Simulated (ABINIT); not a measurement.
# MgO (P-6m2) in ABINIT: reference runs

Reference runs on MgO: the cell as given.

Program: ABINIT 10.8.3 (patched build). These are calculated values, not measurements. Logs are shortened: lines on timing, memory, paths and dates and some standing lists are left out, and cuts for length are marked. The log counts tension as positive stress, the text compression.

**1. The structure**

It takes space group P-6m2 (No. 187, hexagonal). The conventional cell has a = 2.938 Å, b = 2.938 Å, c = 2.680 Å, α = 90.00°, β = 90.00°, γ = 120.00°. Around Mg (site symmetry -6m2) lie 6 O at 2.16 Å. Around O (site symmetry -6m2) lie 6 Mg at 2.16 Å.

Measurements of this composition are mostly on another form, of space group No. 225.

**2. Single point, PBE**

File run.abi:

```
# Pseudopotentials
pp_dirpath "./"
pseudos "Mg.GGA_PBE-JTH.xml, O.GGA_PBE-JTH.xml"

# Structure
acell 2.9380209034 2.9380209034 2.67968 Angstrom
rprim
     1.0000000000     0.0000000000     0.0000000000
    -0.5000000000     0.8660254038     0.0000000000
     0.0000000000     0.0000000000     1.0000000000
ntypat 2
znucl 12 8
natom 2
typat 1 2
xred
     0.0000000000     0.0000000000     0.0000000000
     0.3333333333     0.6666666667     0.5000000000

# Plane-wave basis
ecut 23.0
pawecutdg 45.0
pawxcdev 0

# k points
kptopt 1
ngkpt 10 10 10
nshiftk 1
shiftk 0.0 0.0 0.0

# Exchange and correlation
ixc 11

# Bands and occupations
nband 12
occopt 3
tsmear 0.05 eV

# SCF cycle
nstep 100
tolvrs 1.0e-9

# Output
iomode 3
prtwf 0
prtden 0
prteig 0
prtebands 0
enunit 2
```

Potentials or basis: JTH PAW PBE v2.0.

Launch:

```
> abinit run.abi > log 2>&1
```

run.abo:

```text
.Version 10.8.3 of ABINIT
 Symmetries : space group P-6 m 2 (#187); Bravais hP (primitive hexag.)
================================================================================
 Values of the parameters that define the memory need of the present run
     intxc =       0    ionmov =       0      iscf =      17    lmnmax =       8
     lnmax =       4     mgfft =      24  mpssoang =       2    mqgrid =    3001
     natom =       2  nloc_mem =       2    nspden =       1   nspinor =       1
    nsppol =       1      nsym =      12    n1xccc =       1    ntypat =       2
    occopt =       3   xclevel =       2
       mpw =         728          nfft =       13824          nkpt =          84
 PAW method is used; the additional fine FFT grid is defined by:
   mgfftf=        36    nfftf =     41472
================================================================================
================================================================================

--------------------------------------------------------------------------------
------------- Echo of variables that govern the present computation ------------
--------------------------------------------------------------------------------
 -outvars: echo values of preprocessed input variables --------
            acell      5.5520548596E+00  5.5520548596E+00  5.0638613051E+00 Bohr
              amu      2.43050000E+01  1.59994000E+01
             ecut      2.30000000E+01 Hartree
           enunit           2
                       outvar_i_n : Printing only first  50 k-points.
              ixc          11
                       outvar_i_n : Printing only first  50 k-points.
         kptrlatt       10    0    0      0   10    0      0    0   10
          kptrlen      5.06386131E+01
            natom           2
            nband          12
            ngfft          24      24      24
          ngfftdg          36      36      32
             nkpt          84
            nstep         100
             nsym          12
           ntypat           2
                       prtocc : prtvol=0, do not print more k-points.
           occopt           3
        pawecutdg      4.50000000E+01 Hartree
         pawxcdev           0
           prtden           0
        prtebands           0
           prteig           0
            prtwf           0
            rprim      1.0000000000E+00  0.0000000000E+00  0.0000000000E+00
                      -5.0000000000E-01  8.6602540380E-01  0.0000000000E+00
                       0.0000000000E+00  0.0000000000E+00  1.0000000000E+00
          spgroup         187
           tolvrs      1.00000000E-09
           tsmear      1.83746611E-03 Hartree
            typat      1  2
           useylm           1
                       outvars : Printing only first  50 k-points.
           xangst      0.0000000000E+00  0.0000000000E+00  0.0000000000E+00
                      -2.8936619686E-16  1.6962671595E+00  1.3398400000E+00
            xcart      0.0000000000E+00  0.0000000000E+00  0.0000000000E+00
                      -5.4682286217E-16  3.2054803678E+00  2.5319306525E+00
             xred      0.0000000000E+00  0.0000000000E+00  0.0000000000E+00
                       3.3333333333E-01  6.6666666667E-01  5.0000000000E-01
            znucl       12.00000    8.00000

================================================================================

 chkinp: Checking input parameters for consistency.

================================================================================
== DATASET  1 ==================================================================

--- !DatasetInfo
iteration_state: {dtset: 1, }
dimensions: {natom: 2, nkpt: 84, mband: 12, nsppol: 1, nspinor: 1, nspden: 1, mpw: 728, }
cutoff_energies: {ecut:  23.0, pawecutdg:  45.0, }
electrons: {nelect:   1.60000000E+01, charge:   0.00000000E+00, occopt:   3.00000000E+00, tsmear:   1.83746611E-03, }
meta: {optdriver: 0, ionmov: 0, optcell: 0, iscf: 17, paral_kgb: 0, }
...

 Exchange-correlation functional for the present dataset will be:
  GGA: Perdew-Burke-Ernzerhof functional - ixc=11
  J.P.Perdew, K.Burke, M.Ernzerhof, PRL 77, 3865 (1996)

 Real(R)+Recip(G) space primitive vectors, cartesian coordinates (Bohr,Bohr^-1):
 R(1)=  5.5520549  0.0000000  0.0000000  G(1)=  0.1801135  0.1039886  0.0000000
 R(2)= -2.7760274  4.8082206  0.0000000  G(2)=  0.0000000  0.2079771  0.0000000
 R(3)=  0.0000000  0.0000000  5.0638613  G(3)=  0.0000000  0.0000000  0.1974778
 Unit cell volume ucvol=  1.3518233E+02 bohr^3
 Angles (23,13,12)=  9.00000000E+01  9.00000000E+01  1.20000000E+02 degrees

 Coarse grid specifications (used for wave-functions):

 getcut: wavevector=  0.0000  0.0000  0.0000  ngfft=  24  24  24
         ecut(hartree)=     23.000   => boxcut(ratio)=   2.00230

 Fine grid specifications (used for densities):

 getcut: wavevector=  0.0000  0.0000  0.0000  ngfft=  36  36  32
         ecut(hartree)=     45.000   => boxcut(ratio)=   2.09265

[... 50 lines left out ...]
iteration_state: {dtset: 1, }
comment   : Summary of ground state results
lattice_vectors:
- [  5.5520549,   0.0000000,   0.0000000, ]
- [ -2.7760274,   4.8082206,   0.0000000, ]
- [  0.0000000,   0.0000000,   5.0638613, ]
lattice_lengths: [   5.55205,    5.55205,    5.06386, ]
lattice_angles: [ 90.000,  90.000, 120.000, ] # degrees, (23, 13, 12)
lattice_volume:   1.3518233E+02
convergence: {deltae:  1.539E-11, res2:  5.158E-10, residm:  3.756E-05, diffor: null, }
etotal    :  -7.98195164E+01
entropy   :   0.00000000E+00
fermie    :   2.50694679E-01
cartesian_stress_tensor: # hartree/bohr^3
- [ -1.20746538E-06,   0.00000000E+00,   0.00000000E+00, ]
- [  0.00000000E+00,  -1.20746589E-06,   0.00000000E+00, ]
- [  0.00000000E+00,   0.00000000E+00,  -4.30634695E-06, ]
pressure_GPa:   6.5916E-02
xred      :
- [  0.0000E+00,   0.0000E+00,   0.0000E+00, Mg]
- [  3.3333E-01,   6.6667E-01,   5.0000E-01,  O]
cartesian_forces: # hartree/bohr
- [ -2.42490870E-29,  -1.40002169E-29,  -0.00000000E+00, ]
- [  2.42490870E-29,   1.40002169E-29,  -0.00000000E+00, ]
force_length_stats: {min:   2.80004338E-29, max:   2.80004338E-29, mean:   2.80004338E-29, }
...

 Integrated electronic density in atomic spheres:
 ------------------------------------------------
 Atom  Sphere_radius  Integrated_density
    1        1.90158          8.25953292
    2        1.41465          4.58445035

================================================================================

 ----iterations are completed or convergence reached----

 Mean square residual over all n,k,spin=   80.225E-09; max=  37.555E-06
 reduced coordinates (array xred) for    2 atoms
       0.000000000000      0.000000000000      0.000000000000
       0.333333333333      0.666666666667      0.500000000000
 rms dE/dt=  1.0993E-28; max dE/dt=  2.6926E-28; dE/dt below (all hartree)
    1       0.000000000000      0.000000000000      0.000000000000
    2       0.000000000000      0.000000000000      0.000000000000

 cartesian coordinates (angstrom) at end:
    1      0.00000000000000     0.00000000000000     0.00000000000000
    2     -0.00000000000000     1.69626715949322     1.33984000000000

 cartesian forces (hartree/bohr) at end:
    1     -0.00000000000000    -0.00000000000000    -0.00000000000000
    2      0.00000000000000     0.00000000000000    -0.00000000000000
 frms,max,avg= 1.6166058E-29 2.4249087E-29   0.000E+00  0.000E+00  0.000E+00 h/b

 cartesian forces (eV/Angstrom) at end:
    1     -0.00000000000000    -0.00000000000000    -0.00000000000000
    2      0.00000000000000     0.00000000000000    -0.00000000000000
 frms,max,avg= 8.3129212E-28 1.2469382E-27   0.000E+00  0.000E+00  0.000E+00 e/A
 length scales=  5.552054859618  5.552054859618  5.063861305073 bohr
              =  2.938020903400  2.938020903400  2.679680000000 angstroms
 Fermi (or HOMO) energy (hartree) =   0.25069   Average Vxc (hartree)=  -0.38461
 Eigenvalues (hartree) for nkpt=  84  k points:
 kpt#   1, nband= 12, wtk=  0.00100, kpt=  0.0000  0.0000  0.0000 (reduced coord)
  -2.49361   -1.27123   -1.27123   -1.26900   -0.43992    0.17838    0.17838    0.18580
   0.31088    0.63684    0.77339    0.77339
      occupation numbers for kpt#   1
   2.00000    2.00000    2.00000    2.00000    2.00000    2.00000    2.00000    2.00000
   0.00000    0.00000    0.00000    0.00000
 prteigrs : prtvol=0 or 1, do not print more k-points.

 Fermi (or HOMO) energy (eV) =   6.82175   Average Vxc (eV)= -10.46585
 Eigenvalues (   eV  ) for nkpt=  84  k points:
 kpt#   1, nband= 12, wtk=  0.00100, kpt=  0.0000  0.0000  0.0000 (reduced coord)
 -67.85466  -34.59183  -34.59183  -34.53115  -11.97094    4.85386    4.85386    5.05595
   8.45937   17.32931   21.04506   21.04506
 prteigrs : prtvol=0 or 1, do not print more k-points.

--- !EnergyTerms
iteration_state     : {dtset: 1, }
comment             : Components of total free energy in Hartree
kinetic             :  1.12337049755741E+01
hartree             :  1.53544375450709E+01
xc                  : -4.25043113445942E+00
Ewald energy        : -4.60386633792645E+01
psp_core            :  1.91644355668198E+00
local_psp           : -4.99756703486317E+01
PAW spherical_terms : -8.05934261998146E+00
internal            : -7.98195214050101E+01
'-kT*entropy'       : -1.33722145106015E-15
total_energy        : -7.98195214050101E+01
total_energy_eV     : -2.17199982692108E+03
...

--- !EnergyTermsDC
iteration_state     : {dtset: 1, }
comment             : '"Double-counting" decomposition of free energy'
band_energy         : -1.26940674226620E+01
Ewald energy        : -4.60386633792645E+01
psp_core            :  1.91644355668198E+00
xc_dc               : -1.40859073379156E+01
PAW spherical_terms : -8.91732181459706E+00
internal            : -7.98195163977572E+01
'-kT*entropy'       : -1.33722145106015E-15
total_energy_dc     : -7.98195163977572E+01
total_energy_dc_eV  : -2.17199969066679E+03
...

--- !EnergyTermsWithPAWCore
iteration_state     : {dtset: 1, }
comment             : 'Components of total free energy, including PAW core contributions'
Total energy        : -2.75691123563781E+02
Total energy DC     : -2.75691118556528E+02
Total energy (eV)   : -7.50193764788251E+03
Total energy DC (eV): -7.50193751162822E+03
...

 Cartesian components of stress tensor (hartree/bohr^3)
  sigma(1 1)= -1.20746538E-06  sigma(3 2)=  0.00000000E+00
  sigma(2 2)= -1.20746589E-06  sigma(3 1)=  0.00000000E+00
  sigma(3 3)= -4.30634695E-06  sigma(2 1)=  0.00000000E+00

-Cartesian components of stress tensor (GPa)         [Pressure=  6.5916E-02 GPa]
- sigma(1 1)= -3.55248579E-02  sigma(3 2)=  0.00000000E+00
- sigma(2 2)= -3.55248729E-02  sigma(3 1)=  0.00000000E+00
- sigma(3 3)= -1.26697101E-01  sigma(2 1)=  0.00000000E+00

== END DATASET(S) ==============================================================
================================================================================

 -outvars: echo values of variables after computation  --------
            acell      5.5520548596E+00  5.5520548596E+00  5.0638613051E+00 Bohr
           etotal     -7.9819516398E+01
            fcart     -2.4249086971E-29 -1.4000216890E-29 -0.0000000000E+00
                       2.4249086971E-29  1.4000216890E-29 -0.0000000000E+00
            rprim      1.0000000000E+00  0.0000000000E+00  0.0000000000E+00
                      -5.0000000000E-01  8.6602540380E-01  0.0000000000E+00
                       0.0000000000E+00  0.0000000000E+00  1.0000000000E+00
           strten     -1.2074653790E-06 -1.2074658884E-06 -4.3063469509E-06
                       0.0000000000E+00  0.0000000000E+00  0.0000000000E+00
           xangst      0.0000000000E+00  0.0000000000E+00  0.0000000000E+00
                      -2.8936619686E-16  1.6962671595E+00  1.3398400000E+00
             xred      0.0000000000E+00  0.0000000000E+00  0.0000000000E+00
                       3.3333333333E-01  6.6666666667E-01  5.0000000000E-01
 Calculation completed.
```

It took 18 s on 1 thread of Arm Neoverse V2, shared host; peak memory 0.1 GiB.

What came out:

* Free energy: -2171.9997 eV
* Pressure: 0.1 GPa
* Band gap on the k mesh: 3.01 eV, indirect (least direct gap 3.40 eV)
* Valence electrons inside the program's atomic spheres: Mg 8.26; O 4.58

Levels at points of the mesh, in eV from the valence-band top:
| k point | band 4 | band 5 | band 6 | band 7 | band 8 | band 9 | band 10 | band 11 | band 12 |
| --- | --- | --- | --- | --- | --- | --- | --- | --- | --- |
| (0.00, 0.00, 0.00) | -39.98 | -17.42 | -0.59 | -0.59 | -0.39 | 3.01 | 11.88 | 15.60 | 15.60 |
| (0.50, 0.00, 0.00) | -39.97 | -16.37 | -4.86 | -1.30 | -0.04 | 6.61 | 10.56 | 13.10 | 17.87 |
| (0.00, 0.00, 0.50) | -40.03 | -16.32 | -5.33 | -0.09 | -0.09 | 8.29 | 9.03 | 17.57 | 17.57 |
| (0.50, 0.00, 0.50) | -40.04 | -15.64 | -3.69 | -3.33 | -0.82 | 5.84 | 11.42 | 14.01 | 14.88 |
